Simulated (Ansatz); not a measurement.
# What a trial cell of Al2Cu relaxes into

Computed with Ansatz, DFT PBE, scalar-relativistic, plane waves, PAW. Cutoff 420 eV, Gaussian smearing, Γ-centred meshes. Cell and atoms relax first on a coarse mesh, the cell is then made exact in the group found at 0.06 to 0.08 Å, and last on a converged mesh; the steps can't lower the symmetry of their start. No spin polarisation.

The cell of Al2Cu is invented: random cell by space group and Wyckoff sites (P-3m1, No. 164). Its size is a rough estimate.

```xyz
3
Lattice="3.2284 0.0000 0.0000 -1.6142 2.7959 0.0000 0.0000 0.0000 4.7523" Properties=species:S:1:pos:R:3 pbc="T T T"
Al    0.0000    1.8639    3.8028
Al    1.6142    0.9320    0.9495
Cu    0.0000    0.0000    2.3762
```

Formation energies are uncorrected and refer to the elements' standard structures at the same level.

Question: Describe the relaxed structure.

Answer: The symmetry stays P-3m1 (No. 164). The volume per atom grows by 3.2 %, from 14.3 to 14.8 Å³. The shortest distance goes from 2.35 Å (Al–Cu) to 2.58 Å (Al–Cu). The ratio c/a of the conventional cell changes by a factor of 1.48. Conventional cell: a = 2.866 Å, c = 6.225 Å. Around Al lie 3 Cu at 2.58 Å and 9 Al at 2.82–2.87 Å; around Cu lie 6 Al at 2.58 Å and 6 Cu at 2.87 Å.

```yaml
crystal:
  lattice:
    - [2.86613, 0.00000, 0.00000]
    - [-1.43306, 2.48214, 0.00000]
    - [0.00000, 0.00000, 6.22517]
  atoms:
    - { symbol: Al, position: [0.33333, 0.66667, 0.81704] }
    - { symbol: Al, position: [0.66667, 0.33333, 0.18296] }
    - { symbol: Cu, position: [0.00000, 0.00000, 0.50000] }
```

Question: How does it come out in energy, and is it a metal?

Answer: The formation energy is −0.09 eV/atom. The gap on the 12×12×6 mesh of the 3-atom cell is 0 eV (a metal).

The last run used Gaussian smearing of 0.10 eV. A structure relaxed within its symmetry needn't be a true minimum. Another cell of the same search, in Fm-3m, lies 94 meV/atom lower, so this cell isn't the stable form at this level.
